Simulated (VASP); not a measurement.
A run of VASP 6.6.1:

Contents of INCAR:

```
PREC = Accurate
ENCUT = 450
EDIFF = 1E-6
ISMEAR = 0
SIGMA = 0.05
LREAL = False
LASPH = True
NELM = 150
ALGO = Normal
ISIF = 2
LWAVE = False
LCHARG = False
ISPIN = 2
MAGMOM = 4 -4 0 0 0 0
LORBIT = 11
LMAXMIX = 4
LDAU = True
LDAUTYPE = 2
LDAUL = 2 -1
LDAUU = 4 0
LDAUJ = 0 0
LDAUPRINT = 1
GGA = PS
NBANDS = 35
```

The input KPOINTS:

```
Automatic mesh
0
Gamma
  7 7 4
```

Contents of POSCAR:

```
PtSe2
1.0
    3.7240002900      0.0000000000      0.0000000000
   -1.8620001500      3.2250788600      5.0619995800
    0.0000000000      0.0000000000     10.1239991600
Pt Se
2 4
Direct
    0.0000000000      0.0000000000      0.0000000000
    0.0000000000      0.0000000000      0.5000000000
    0.3333333333      0.6666666667      0.7916666667
    0.6666666667      0.3333333333      0.2083333334
    0.3333333333      0.6666666667      0.2916666666
    0.6666666667      0.3333333333      0.7083333334
```

Potentials or basis: VASP PAW PBE potentials, release 64 (Pt, Se).

Run with:

```console
$ cat potpaw_PBE.64/Pt/POTCAR potpaw_PBE.64/Se/POTCAR > POTCAR
$ mpirun -np 1 vasp_std > vasp.out
```

Hardware: 1 thread of AMD EPYC 7R43 64-Core Processor (Zen 3) (shared host).

Problem. How long does it take, and how much memory?

Solution. Run time: 22 min on 1 thread of AMD EPYC 7R43 64-Core Processor (Zen 3), on a shared host, peak memory 0.51 GiB. Counts: scf iterations 16, k points 60.
